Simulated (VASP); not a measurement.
# BP in VASP: further runs, part 2 of 2

VASP 6.6.1.

**3. Work function, HSE06**

POSCAR reads:

```
BP                                      
1.0
    3.2018179470      0.0000000000      0.0000000000
   -1.6009089735      2.7728556783      0.0000000000
    0.0000000000      0.0000000000     16.0000000000
  B               P             
     1     1
Direct
     0.3333330000000032    0.6666669999999968    0.5000000000000000
     0.6666669999999968    0.3333330000000032    0.5000000000000000
```

INCAR.step1 reads:

```
ALGO = Normal ; DIPOL = 0.5 0.5 0.500
EDIFF = 1E-5 ; ENCUT = 520
GGA = PE ; IDIPOL = 3
ISIF = 2 ; ISMEAR = 0
KPAR = 4 ; LASPH = True
LDIPOL = True ; LREAL = False
LWAVE = True ; NELM = 80
PREC = Accurate ; SIGMA = 0.03
```

INCAR.step2 reads:

```
ALGO = Normal ; DIPOL = 0.5 0.5 0.500
EDIFF = 1E-6 ; ENCUT = 520
GGA = PE ; HFSCREEN = 0.2
IDIPOL = 3 ; ISIF = 2
ISMEAR = 0 ; ISTART = 1
KPAR = 4 ; LASPH = True
LCHARG = True ; LDIPOL = True
LHFCALC = True ; LREAL = False
LVACPOTAV = True ; LVHAR = True
LWAVE = False ; NELM = 80
PREC = Accurate ; PRECFOCK = Fast
SIGMA = 0.03
```

KPOINTS reads:

```
k-points
0
Gamma
  6 6 1
```

Potentials or basis: VASP PAW PBE potentials, release 64 (B, P).

Launch:

```console
cat potpaw_PBE.64/B/POTCAR potpaw_PBE.64/P/POTCAR > POTCAR
cp INCAR.step1 INCAR
mpirun -np 4 vasp_std > vasp.out
cp INCAR.step2 INCAR
mpirun -np 4 vasp_std > vasp.out
```

OUTCAR:

```text
EDIFF = 1E-6
   ENCUT = 520
   GGA = PE
   HFSCREEN = 0.2
   ISIF = 2
   ISMEAR = 0
   ISTART = 1
   LASPH = True
   LHFCALC = True
   LREAL = False
   NELM = 80
   PREC = Accurate
   PRECFOCK = Fast

 ion  position               nearest neighbor table
   1  0.333  0.667  0.500-   2 1.85   2 1.85   2 1.85
   2  0.667  0.333  0.500-   1 1.85   1 1.85   1 1.85

  LATTYP: Found a hexagonal cell.
 ALAT       =     3.2018179470
 C/A-ratio  =     4.9971610706

  Lattice vectors:

 A1 = (   3.2018179470,   0.0000000000,   0.0000000000)
 A2 = (  -1.6009089735,   2.7728556783,   0.0000000000)
 A3 = (   0.0000000000,   0.0000000000,  16.0000000000)

Analysis of symmetry for initial positions (statically):
=====================================================================
 Subroutine PRICEL returns:
 Original cell was already a primitive cell.

 Routine SETGRP: Setting up the symmetry group for a
 hexagonal supercell.

 Subroutine GETGRP returns: Found 12 space group operations
 (whereof 12 operations were pure point group operations)
 out of a pool of 24 trial point group operations.

The static configuration has the point symmetry D_3h.

Analysis of symmetry for dynamics (positions and initial velocities):
=====================================================================
 Subroutine PRICEL returns:
 Original cell was already a primitive cell.

 Routine SETGRP: Setting up the symmetry group for a
 hexagonal supercell.

 Subroutine GETGRP returns: Found 12 space group operations
 (whereof 12 operations were pure point group operations)
 out of a pool of 24 trial point group operations.

The dynamic configuration has the point symmetry D_3h.

 Subroutine INISYM returns: Found 12 space group operations
 (whereof 12 operations are pure point group operations),
 and found     1 'primitive' translations

----------------------------------------------------------------------------------------

                                     Primitive cell

  volume of cell :     142.0509

  direct lattice vectors                    reciprocal lattice vectors
     3.201817947  0.000000000  0.000000000     0.312322567  0.180319518  0.000000000
    -1.600908973  2.772855678  0.000000000     0.000000000  0.360639036  0.000000000
     0.000000000  0.000000000 16.000000000     0.000000000  0.000000000  0.062500000

  length of vectors
     3.201817947  3.201817945 16.000000000     0.360639036  0.360639036  0.062500000

  position of ions in fractional coordinates (direct lattice)
     0.333333000  0.666667000  0.500000000
     0.666667000  0.333333000  0.500000000

  ion indices of the primitive-cell ions
   primitive index   ion index
                 1           1
                 2           2

----------------------------------------------------------------------------------------

 KPOINTS: k-points

Automatic generation of k-mesh.
 Grid dimensions read from file:
 generate k-points for:    6    6    1

 Generating k-lattice:

  Cartesian coordinates                     Fractional coordinates (reciprocal lattice)
     0.052053761  0.030053253  0.000000000     0.166666667  0.000000000  0.000000000
[... 29 lines left out ...]
   NGX,Y,Z   is equivalent  to a cutoff of  12.46, 12.46, 12.47 a.u.
   NGXF,Y,Z  is equivalent  to a cutoff of  24.92, 24.92, 24.94 a.u.
 SYSTEM =  unknown system
   PREC   = accura    normal or accurate (medium, high low for compatibility)
   ISTART =      1    job   : 0-new  1-cont  2-samecut
   ICHARG =      0    charge: 1-file 2-atom 10-const
   ISPIN  =      1    spin polarized calculation?
   LNONCOLLINEAR =      F non collinear calculations
   LSORBIT =      F    spin-orbit coupling
   LASPH  =      T    aspherical Exc in radial PAW
   ENCUT  =  520.0 eV  38.22 Ry    6.18 a.u.   5.95  5.95 29.75*2*pi/ulx,y,z
   NELM   =     80;   NELMIN=  2; NELMDL=  0     # of ELM steps
   EDIFF  = 0.1E-05   stopping-criterion for ELM
   LREAL  =      F    real-space projection
   EDIFFG = 0.1E-04   stopping-criterion for IOM
   NSW    =      0    number of steps for IOM
   IBRION =     -1    ionic relax: 0-MD 1-quasi-New 2-CG
   NFREE  =      0    steps in history (QN), initial steepest desc. (CG)
   ISIF   =      2    stress and relaxation
   ISYM   =      3    0-nonsym 1-usesym 2-fastsym
   POTIM  = 0.5000    time-step for ionic-motion
   TEBEG  =    0.0;   TEEND  =   0.0 temperature during run
   PSTRESS=    0.0 pullay stress
   NELECT =       8.0000    total number of electrons
   NUPDOWN=      -1.0000    fix difference up-down
   EMIN   =  10.00;   EMAX   =-10.00  energy-range for DOS
   EFERMI =   0.00;   METHOD = LEGACY
   ISMEAR =     0;   SIGMA  =   0.03  broadening in eV -4-tet -1-fermi 0-gaus
   EFERMI_NEDOS =   21; number of points for ismear=-14 and -15
   IALGO  =     38    algorithm
   IMIX   =      1    mixing-type and parameters
     AMIX     =   0.40;   BMIX     =  1.00
     AMIX_MAG =   1.60;   BMIX_MAG =  1.00
  volume/ion in A,a.u.               =      71.03       479.30
  Fermi-wavevector in a.u.,A,eV,Ry     =   0.627514  1.185830  5.357621  0.393774
  Thomas-Fermi vector in A             =   1.689140
   LORBIT       =      0    0 simple, 1 ext, 2 COOP (PROOUT), +10 PAW based schemes
   GGA     = PE    functional components
   LHFCALC =     T    Hartree Fock is set to
   PRECFOCK=fast      Normal, Fast or Accurate (Low or Medium for compatibility)
   ENCUT4O =  -1.0   cutoff for four orbital integrals eV
   NKREDX  =     1    reduce k-point grid by
   NKREDY  =     1    reduce k-point grid by
   NKREDZ  =     1    reduce k-point grid by
   AEXX    =    0.2500 exact exchange contribution
   HFSCREEN=    0.2000 screening length (either q_TF or 0.3 A-1)
   HFSCREENC=   0.2000 screening length for correlation (either q_TF or 0.3 A-1)
   ENCUTFOCK=  -1.0 apply spherical cutoff to Coloumb kernel
   IVDW    =     0    specifies the selected vdW correction
   LEPSILON=     F    determine dielectric tensor
   LRPA    =     F    only Hartree local field effects (RPA)
 non-spin polarized calculation
 Gauss-broadening in eV      SIGMA  =   0.03
  energy-cutoff  :      520.00
  volume of cell :      142.05
 maximum number of plane-waves:      3846
 NGX is ok and might be reduce to    24
  NGX = 14; NGY = 14; NGZ = 70

 number of electron       8.0000000 magnetization

 dipolmoment           0.000000      0.000000      0.000000 electrons x Angstroem

 Free energy of the ion-electron system (eV)
  ---------------------------------------------------
  ext. energy  EPLUGINS =         0.00000000
  ---------------------------------------------------
  free energy    TOTEN  =       -13.97462010 eV

  energy without entropy =      -13.97462010  energy(sigma->0) =      -13.97462010

 E-fermi :  -3.2150     XC(G=0):  -2.1933

 val. band max:       -3.3910442647   @ k =   0.3333   0.3333   0.0000
 cond. band min:      -2.0223951968   @ k =   0.3333   0.3333   0.0000
 fundamental gap:      1.3686490679
 Fermi energy:        -3.2149512235

 k-point     1 :       0.0000    0.0000    0.0000
  band No.  band energies     occupation
      1     -18.8099      2.00000
      2      -8.1944      2.00000
      3      -5.4589      2.00000
      4      -5.4588      2.00000
      5       0.8823      0.00000
      6       2.0941      0.00000
      7       2.1879      0.00000
      8       2.1880      0.00000
[... 56 lines left out ...]
 k-point     7 :       0.3333    0.3333    0.0000
  band No.  band energies     occupation
      1     -14.9152      2.00000
      2     -12.4633      2.00000
      3     -10.5047      2.00000
      4      -3.3910      2.00000
      5      -2.0224      0.00000
      6       3.6839      0.00000
      7       4.9737      0.00000
      8       5.9916      0.00000

------------------------ aborting loop because EDIFF is reached ----------------------------------------

  FORCE on cell =-STRESS in cart. coord.  units (eV):
  Direction    XX          YY          ZZ          XY          YZ          ZX
  --------------------------------------------------------------------------------------
  -------------------------------------------------------------------------------------
  Total       -0.1539233     -0.1539233     -0.0349214      0.0000000      0.0000000      0.0000000
  in kB       -1.7360849     -1.7360849     -0.3938753      0.0000000      0.0000000      0.0000000
  external PRESSURE =      -1.2886817 kB  Pullay stress =       0.0000000 kB

 VOLUME and BASIS-vectors are now :
 -----------------------------------------------------------------------------
  energy-cutoff  :      520.00
  volume of cell :      142.05
      direct lattice vectors                 reciprocal lattice vectors
     3.201817947  0.000000000  0.000000000     0.312322567  0.180319518  0.000000000
    -1.600908973  2.772855678  0.000000000     0.000000000  0.360639036  0.000000000
     0.000000000  0.000000000 16.000000000     0.000000000  0.000000000  0.062500000

 POSITION                                       TOTAL-FORCE (eV/Angst)
 -----------------------------------------------------------------------------------
     -0.00000      1.84857      8.00000         0.000000     -0.000000      0.000000
      1.60091      0.92428      8.00000        -0.000000      0.000000      0.000000
 -----------------------------------------------------------------------------------
    total drift:                               -0.000134      0.000054      0.000001

  FREE ENERGIE OF THE ION-ELECTRON SYSTEM (eV)
  ---------------------------------------------------
  free  energy   TOTEN  =       -13.9746201025 eV

  energy  without entropy=      -13.9746201025  energy(sigma->0) =      -13.97462010

 vacuum level on the upper side and lower side of the slab         2.022         2.022
```

It took 28 s on 4 MPI ranks of Intel Xeon Platinum 8559C (Emerald Rapids), shared host; peak memory 0.32 GiB.

What came out:

```yaml
Free_energy: -13.9746 eV
Band_gap_on_the_k_mesh: 1.37 eV, direct
Ionisation_potential_of_the_upper_face: 5.41 eV
```

Levels at points of the mesh, in eV from the valence-band top:
```tsv
k point	band 1	band 2	band 3	band 4	band 5	band 6	band 7	band 8
(0.00, 0.00, 0.00)	-15.42	-4.80	-2.07	-2.07	4.27	5.49	5.58	5.58
(0.50, 0.00, 0.00)	-12.27	-9.49	-4.25	-1.21	1.99	3.62	8.56	9.37
```

Caveat: the PAW data sets were made with another functional, which shifts forces and pressure a little.
